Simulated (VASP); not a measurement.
# Te2Mo: relaxation of cell and atoms with PBE+D3(BJ)

The system is Te2Mo.

```
Te Mo
1.0
     3.51820    0.00000    0.00000
    -1.75910    3.04685    0.00000
     0.00000    0.00000   13.97360
Te Mo
4 2
Cartesian
  0.0000 2.0312 8.6776
  1.7591 1.0156 1.6908
  0.0000 2.0312 12.2828
  1.7591 1.0156 5.2960
  0.0000 2.0312 3.4934
  1.7591 1.0156 10.4802
```

| Item | Value |
| --- | --- |
| Program | VASP 6.6.1 |
| Task | relaxation of cell and atoms |
| Functional | PBE |
| Dispersion | D3(BJ) |
| Potentials or basis | VASP PAW PBE potentials, release 64 (Te, Mo_sv) |
| Cutoff | 600 eV |
| k mesh | 9 × 9 × 2 |
| Occupations | gaussian, width 0.03 eV |
| Spin | no spin polarisation |
| Further INCAR settings | ALGO = Normal; EDIFF = 1e-06; IBRION = 2; EDIFFG = -0.01; NSW = 90; ISIF = 3 |

| Item | Value |
| --- | --- |
| Relaxed volume | 24.15 Å³/atom |
| Relaxed cell | a = 3.496 Å, b = 3.496 Å, c = 13.695 Å, α = 90.00°, β = 90.00°, γ = 120.00° |
| Space group after relaxing (to 0.05 Å) | P6_3/mmc (No. 194) |
| Energy gained by relaxing | 4.2 meV/atom |
| Ionic steps | 11 |
| Pressure after relaxing | 0.0 GPa |
| Band gap on the k mesh | 0.67 eV, indirect (least direct gap 1.03 eV) |
| Dispersion energy per atom | -0.554 eV |

Forces on the atoms (eV/Å):
```
Te   0.000  0.000 -0.003
Te   0.000  0.000 -0.003
Te   0.000  0.000  0.003
Te   0.000  0.000  0.003
Mo   0.000  0.000  0.000
Mo   0.000  0.000  0.000
```

The path:
| step | energy change (eV) | largest force (eV/Å) | pressure (GPa) | volume (Å³) |
| --- | --- | --- | --- | --- |
| 1 | 0.0000 | 0.1801 | -0.57 | 149.79 |
| 2 | -0.0099 | 0.1781 | 0.16 | 147.87 |
| 3 | -0.0107 | 0.1781 | 0.42 | 147.15 |
| 4 | -0.0138 | 0.0446 | -0.52 | 147.26 |
| 5 | -0.0143 | 0.0147 | -0.27 | 147.23 |
| 6 | -0.0201 | 0.0145 | -0.19 | 146.48 |
| 7 | -0.0252 | 0.0121 | -0.01 | 145.13 |
| 8 | -0.0254 | 0.0107 | 0.04 | 144.86 |
| 9 | -0.0254 | 0.0111 | 0.03 | 144.91 |
| 10 | -0.0253 | 0.0168 | -0.11 | 144.97 |
| 11 | -0.0254 | 0.0027 | -0.01 | 144.93 |

Final structure:
```
Te Mo
1.0
     3.49568    0.00000    0.00000
    -1.74784    3.02735    0.00000
     0.00000    0.00000   13.69484
Te Mo
4 2
Direct
  0.33333 0.66667 0.61724
  0.66667 0.33333 0.11724
  0.33333 0.66667 0.88276
  0.66667 0.33333 0.38276
  0.33333 0.66667 0.25000
  0.66667 0.33333 0.75000
```

Levels at points of the mesh, in eV from the valence-band top:
| k point | band 24 | band 25 | band 26 | band 27 | band 28 | band 29 |
| --- | --- | --- | --- | --- | --- | --- |
| (0.00, 0.00, 0.00) | -1.01 | -0.17 | 0.00 | 2.87 | 2.87 | 3.06 |
| (0.00, 0.00, 0.50) | -1.04 | -0.05 | -0.05 | 2.91 | 2.91 | 2.91 |

Wall time 5.9 min on 4 MPI ranks on Intel(R) Xeon(R) Platinum 8488C (Sapphire Rapids), on a shared host, peak memory 0.38 GiB a rank.

Caveat: spin-orbit coupling is left out, which moves the levels of the heavy elements; an odd mesh through Γ misses points on the zone boundary, where band edges often lie.
